## A crystal with too many neighbours

One of the two cobalt crystals in space group 227, the one with six atoms in its cell, looks wrong at first sight. In a metal, more neighbours should mean more bonding. Every atom in this crystal has at least twelve, as many as in a close-packed metal, and some have sixteen. Yet it lies 162 meV per atom above the lowest structure, while a plain stacking of close-packed layers lies practically at zero.

Crystal structures of cobalt, computed with Ansatz 0.2.0 using DFT with the r2SCAN functional (plane-wave PAW, scalar-relativistic, collinear spin, 500 eV cutoff). Cell and atoms were relaxed at zero pressure, keeping the symmetry of the start. Energies are relative to the lowest structure listed and leave out zero-point motion.

```
   found from  space group number  atoms in cell  volume per atom (Å³)  over lowest (meV/atom)
database cell                 164              2                 10.67                     0.0
      Sm type                 166              3                 10.66                     2.0
       W type                 223              8                 10.94                    63.0
      Ti type                 191              3                 10.79                    71.0
database cell                 227              6                 11.27                   162.0
 changed type                  69              2                 11.48                   272.0
      Sn type                 191              1                 11.88                   475.0
      Sn type                 141              2                 11.89                   529.0
      Ca type                 221              1                 12.59                   749.0
      Si type                 227              2                 15.95                  1351.0
```

The column "over lowest" gives the energy per atom above the first row, computed with the r2SCAN functional. Its zero is the lowest of these ten results. The calculation carries warnings that the lowest place is a tie, that a phase as low or lower is not listed, and that a row may not be in its lowest electronic state, so the zero need not be the ground state of cobalt. "Volume per atom" is the volume after relaxation.

The names under "found from" need translating, because an element can have several crystal forms. Sm type is a nine-layer stacking of close-packed planes, called 9R. W type is the A15 structure, not the body-centred cubic form of ordinary tungsten, and Ti type is the omega structure, not the hexagonal form of ordinary titanium. Ca type is simple cubic, Si type is diamond, and the two Sn types are simple hexagonal (space group 191) and beta-tin (141).

The first row has the symmetry and density of close-packed layers in a two-layer sequence. But its layers lie alternately 1.96 and 2.07 Å apart, whereas those of the hexagonal close-packed structure are exactly evenly spaced. The two therefore cannot simply be equated, and the evenly spaced structure has no row of its own here. The six-atom crystal of the opening has the symmetry and the two kinds of site of the C15 framework, known from MgCu₂.

Read downwards, the energy rises at every step, and the volume mostly rises with it. It is tempting to say that cobalt dislikes being spread out. But the volume is largely a result of how the atoms are bonded, so the explanation has to start from the neighbours.

## What it costs to lose neighbours

The clearest cases are simple cubic and diamond, because symmetry fixes their geometry. An atom has six nearest neighbours in the first and four in the second, against twelve in close packing. The simplest picture gives each neighbour an equal and independent share of the binding. Cobalt's cohesive energy is roughly 4.4 eV per atom, a recalled value, so the estimate for simple cubic runs as follows:

share of one neighbour ≈ 4.4 eV / 12 ≈ 0.37 eV

cost of six missing neighbours ≈ 6 × 0.37 eV ≈ 2.2 eV

The calculation gives 0.75 eV, about a third of this. For diamond, with eight neighbours missing, the same estimate gives 2.9 eV against a computed 1.35 eV. Nothing was fitted here, and the failure is instructive. The picture predicts the right direction, but the atoms that remain bonded must make up for much of the loss.

The volumes show one way in which they do so. In simple cubic the neighbour distance is the cube root of the volume per atom, and the other structures need only a further geometric factor. The distance falls from 2.47 Å in close packing to 2.33 Å in simple cubic and 2.18 Å in diamond. Diamond therefore has the largest volume in the table and shorter bonds than either of the other two: its space is empty because neighbours are absent, not because bonds are stretched.

Independent bonds between nearest neighbours would all settle at the same length. That they shorten when there are fewer of them is typical of metallic bonding, and the theory of d bands gives the reason. When atoms come together, their d levels spread into a band, and electrons gain energy by filling its lower part. Each neighbour adds a similar amount to the mean square of this spread, so for Z neighbours at a fixed distance

band width ∝ √Z, and bonding per neighbour ∝ √Z / Z = 1/√Z

Halving the number of neighbours thus leaves about 0.7 of the band width, not half. The repulsion between atom cores behaves differently: it is nearly a sum over pairs and falls in proportion to Z. With fewer neighbours the repulsion drops faster than the attraction, and the remaining atoms can move closer. This recovers some more of the lost energy.

The same argument says that the first neighbours to go are the cheapest. The computed costs agree: each missing neighbour costs on average 125 meV in simple cubic and 169 meV in diamond. Part of these costs may be magnetic, since cobalt's moment could change in such open surroundings, and that has not been tested for these two structures. These crystals, like all the others in the table, were also relaxed without breaking the symmetry of the start, so the energies need not belong to stable arrangements.

## Neighbours just outside the first shell

The two Sn types have almost the same volume, yet beta-tin lies 54 meV per atom above simple hexagonal. Density cannot separate them, but the arrangement of neighbours offers a reason. With a layer spacing close to the distance within the layers, a simple hexagonal atom has eight near neighbours. Beta-tin in its usual shape has six, with four more a little further out.

Those four outer atoms may also play a part when beta-tin is compared with simple cubic. Both have six close neighbours, but simple cubic lies 220 meV per atom higher. Its next shell holds twelve atoms, but they are a factor √2 further away than the first six, where d orbitals overlap only weakly. Because orbital overlap fades gradually, a neighbour just outside the first shell still contributes to the bonding, and a bare count misses it. Both Sn-type cells could change their proportions during relaxation, so this is an expectation from their usual shapes, and how much of the 220 meV it explains is not known.

The row "changed type" needs separate reading. It started as the alpha-gallium structure and relaxed into a crystal of higher symmetry, in space group 69. Its 272 meV per atom belongs to the crystal it became and says nothing about the cost of alpha-gallium. Its place in the table fits its volume, which lies between those of the C15 framework and the Sn types.

## Why more than twelve can be worse

The count of neighbours works for the open structures and fails for the C15 framework. There, two of the six atoms have sixteen neighbours and four have twelve, an average of (2 × 16 + 4 × 12)/6 ≈ 13.3. If the count alone decided, this crystal would lie below the close-packed ones. What it lacks is a common bond length.

Ideal close packing places all twelve neighbours at the same distance, about 2.47 Å here, and 9R comes very near to this. In the first row the uneven layers spread the distances from 2.43 to 2.51 Å. That row is nevertheless not the higher of the two, which the argument from equal distances would not suggest, but their energies are too close to test it. In the C15 framework the distances run from 2.29 Å to 2.80 Å. The structure suits compounds of a large and a small atom, in which the large one takes the site with sixteen neighbours. Filled with cobalt alone, it squeezes the atoms on the small sites together and leaves those on the large sites with loose surroundings.

Squeezing and stretching do not cancel. Repulsion rises steeply when two atoms are pushed together, while a stretched contact contributes only a weakened bond. A set of unequal distances is therefore usually worse than a set of equal ones, even if it contains a few more neighbours. This is a general argument about metallic bonding; the calculation supplies the distances and the total energies, but not the energy of each contact. Nor is it a law for every metal: manganese, with fewer d electrons, adopts a crystal with widely unequal distances, so the filling of the d band and magnetism count too.

The A15 and omega structures pay the same kind of price. A15 has distances from 2.22 Å to 2.72 Å. For omega, the edges of the relaxed cell give distances from 2.27 Å to 2.57 Å. Both have on average at least twelve neighbours, and both lie well above the close-packed rows. Omega is the denser of the two and yet lies higher, but only by 8 meV per atom. With energies converged to about 4 meV per atom, that order is too uncertain to deserve a cause of its own.

The range of distances does not settle how large the price is. It is almost the same in A15 and in C15, while the costs are 63 and 162 meV per atom, and omega, with the narrowest range of the three, is no cheaper than A15. A likely reason is the number of squeezed contacts. In A15, six of the eight atoms have two very short contacts each; in C15, four of the six atoms have six each. That makes 1.5 short contacts per atom in the first and 4 in the second, which agrees with the order of the energies but does not prove the cause.

## What magnetism does and does not explain

Cobalt is a ferromagnet, and its moment might be suspected of setting the order. The six lowest structures are all ferromagnetic, with moments between about 1.8 and 1.9 Bohr magnetons per atom. The 9R and omega structures have nearly the same moment but differ by 71 − 2 = 69 meV per atom. Size of moment alone does not explain that gap. The functional tends to overestimate moments in metals of this kind, which may shift energy differences between structures whose moments differ.

Magnetism does decide which electrons do the bonding. In the lowest structure the d shell holds about 4.9 electrons of one spin and 2.9 of the other, out of five places each. A nearly full band gains little from becoming wider, because its bonding and antibonding states are both occupied. Most of the d bonding therefore comes from the partly filled band of the other spin. Theory holds that such a filling favours close packing in a ferromagnet like cobalt, in line with the two lowest rows.

## When the first shell no longer decides

For a neighbouring case, a reader can begin with the number of near neighbours, then ask whether they sit at equal distances. A transition metal with a partly filled d band should pay heavily for an open framework, and less for a dense one with uneven contacts. Neither question separates the first two rows. Both have twelve neighbours at nearly the same distance. They differ in how the layers follow one another, which alters the more distant surroundings, and also in the spacing of the layers, which alternates in the first row and is even in 9R.

This matters where cobalt serves as a contact or interconnect in electronic devices. A misplaced close-packed layer leaves the nearest shell almost intact, so stacking faults may cost little energy, whereas an open arrangement is expensive. The computed gap between the first two rows is 1.5 meV per atom, which the table shows as 2.0, and this is smaller than the convergence of the energies. It also contains the effect of the uneven layer spacing, so it is not the cost of a change in stacking alone. Which of the two is lower remains open until both are computed with a finer convergence than was used here.
